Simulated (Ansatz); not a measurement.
# Ta₄N₅: hydrostatic pressure series

Level of theory: DFT r2SCAN, scalar-relativistic, plane waves, PAW (Ansatz). Settings: 500 eV cutoff, 10×10×10 k-mesh, Gaussian smearing of 0.10 eV, no spin polarisation.

The relaxed crystal:

```yaml
crystal:
  lattice:
    - [-3.43270, 3.43270, 2.13188]
    - [3.43270, -3.43270, 2.13188]
    - [3.43270, 3.43270, -2.13188]
  atoms:
    - { symbol: Ta, position: [0.78294, 0.60561, 0.38854] }
    - { symbol: Ta, position: [0.39439, 0.78294, 0.17733] }
    - { symbol: Ta, position: [0.60561, 0.21706, 0.82267] }
    - { symbol: Ta, position: [0.21706, 0.39439, 0.61146] }
    - { symbol: N, position: [0.50000, 0.50000, 0.00000] }
    - { symbol: N, position: [0.90830, 0.30852, 0.21682] }
    - { symbol: N, position: [0.69148, 0.90830, 0.59978] }
    - { symbol: N, position: [0.30852, 0.09170, 0.40022] }
    - { symbol: N, position: [0.09170, 0.69148, 0.78318] }
```

Cell and atoms are relaxed at each pressure within the symmetry of the start, at zero temperature, so transitions that lower the symmetry aren't seen. The k-mesh given is that at zero pressure and may differ at others. a, b and c are the lengths of the cell vectors above. ΔH is E + PV over the energy at zero pressure.

A cell with an odd number of electrons and no spin polarisation is a metal by construction and may be lower with spin. Spin–orbit coupling is left out, which can shift energies with elements as heavy as these.

```csv
P (GPa),V (Å³/atom),V/V0,a (Å),b (Å),c (Å),α (°),β (°),γ (°),ΔH (eV/atom)
-1,11.20,1.003,5.308,5.308,5.308,99.3,99.3,132.6,-0.070
0,11.16,1.000,5.302,5.302,5.302,99.3,99.3,132.6,0.000
1,11.13,0.997,5.296,5.296,5.296,99.3,99.3,132.6,0.070
4,11.03,0.987,5.279,5.279,5.279,99.3,99.3,132.5,0.277
12,10.77,0.965,5.236,5.236,5.236,99.4,99.4,132.4,0.821
25,10.41,0.933,5.175,5.175,5.175,99.4,99.4,132.3,1.680
```